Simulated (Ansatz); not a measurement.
**Varying the input for Au**

The reference input for Ansatz (plane-wave DFT with PAW):

```yaml
crystal:
  lattice:
    - [1.411309965, -2.555933025, 0.0]
    - [1.411309965, 2.555933025, 0.0]
    - [0.0, 0.0, 4.89316961]
  atoms:
    - { symbol: Au, position: [0.66532797, 0.33467203, 0.25] }
    - { symbol: Au, position: [0.33467203, 0.66532797, 0.75] }
basis:
  ecutwfc: 420
kpoints:
  mp_grid: { grid: [6, 6, 4] }
hamiltonian:
  xc: pbe
scf:
  occupations: { method: gaussian, width: 0.1 }
output:
  forces: true
  stress: true
  eigenvalues: true
```

Command:

```bash
ansatz run input.yaml --threads 1 --pin off --max-ram 1331MiB --backend cpu --events-out ev --progress --plain --runs-dir out
```

The run converges in 6 SCF iterations on 39 irreducible k-points: pressure 3.38 GPa, largest force 0.027 eV/Å, no gap.

Settings here are deliberately varied, not converged. Each trial's input is given as a difference from the reference's; energies are extrapolated to zero smearing where there is one, and pressure is positive in compression.

**Question.** Trial 1:

```diff
 scf:
-  occupations: { method: gaussian, width: 0.1 }
+  occupations: { method: cold }
+  lower_state_search: "off"
```

What happens?

**Answer.** The run converges in 5 SCF iterations on 39 irreducible k-points: energy 0.06 meV per atom above the reference, pressure 3.33 GPa, largest force 0.030 eV/Å, no gap.

**Question.** Trial 2:

```diff
 basis:
-  ecutwfc: 420
+  ecutwfc: 390
 scf:
+  max_iter: 30
+  convergence: { dr2_threshold: "1e-4 eV" }
```

What does the program give?

**Answer.** The run converges in 6 SCF iterations on 39 irreducible k-points: energy 0.61 meV per atom above the reference, pressure 3.40 GPa, largest force 0.027 eV/Å, no gap. It warns that the cutoff lies under the recommended one, 420 eV for these potentials; that the SCF threshold is loose for the forces; that the SCF threshold is loose for the stress.

**Question.** Trial 3:

```diff
 basis:
-  ecutwfc: 420
+  ecutwfc: "16 Ry"
+  ecutrho_ratio: 10
 kpoints:
-  mp_grid: { grid: [6, 6, 4] }
+  mp_grid: { kspacing: 0.4 }
 output:
-  forces: true
+  forces: false
```

How does this run end?

**Answer.** The run converges in 6 SCF iterations on 48 irreducible k-points: energy 4.78 eV per atom above the reference, pressure 21.23 GPa (unreliable at so low a cutoff), no gap. It warns that the cutoff lies under the recommended one, 420 eV for these potentials.

**Question.** Trial 4:

```diff
 basis:
-  ecutwfc: 420
+  precision: f64
 kpoints:
-  mp_grid: { grid: [6, 6, 4] }
+  mp_grid: { grid: [2, 2, 1] }
 scf:
+  mixing: { ndim: 20 }
+  max_iter: 54
```

How does this run end?

**Answer.** The run converges in 6 SCF iterations on 3 irreducible k-points: energy 1.77 eV per atom above the reference, pressure 19.76 GPa, largest force 0.407 eV/Å, no gap.

**Question.** Trial 5:

```diff
 crystal:
   atoms:
-    - { symbol: Au, position: [0.33467203, 0.66532797, 0.75] }
+    - { symbol: Au, position: [0.33467203, 0.66532797, 0.75], spin: 2.0 }
 basis:
-  ecutwfc: 420
+  ecutwfc: "19 Ha"
 kpoints:
-  mp_grid: { grid: [6, 6, 4] }
+  mp_grid: { kspacing: 0.84 }
 hamiltonian:
-  xc: pbe
+  xc: revpbe
 scf:
-  occupations: { method: gaussian, width: 0.1 }
+  occupations: { method: tetrahedron_uncorrected }
+  lower_state_search: "off"
+  mixing: { preconditioner: local_kerker }
+  initial_density: { chi_scale: 0, normalization: atom }
+  max_iter: 79
 output:
+  populations: true
+magnetization:
+  spin_polarized: true
```

How does this run end?

**Answer.** The run converges in 13 SCF iterations on 14 irreducible k-points: pressure 10.03 GPa, largest force 0.021 eV/Å, no gap, cell moment 0.00 μB. It warns that the printed bands weren't solved further after the SCF; that the starting moments were lost. Forces of revPBE on these PAW sets can be off by 10 %.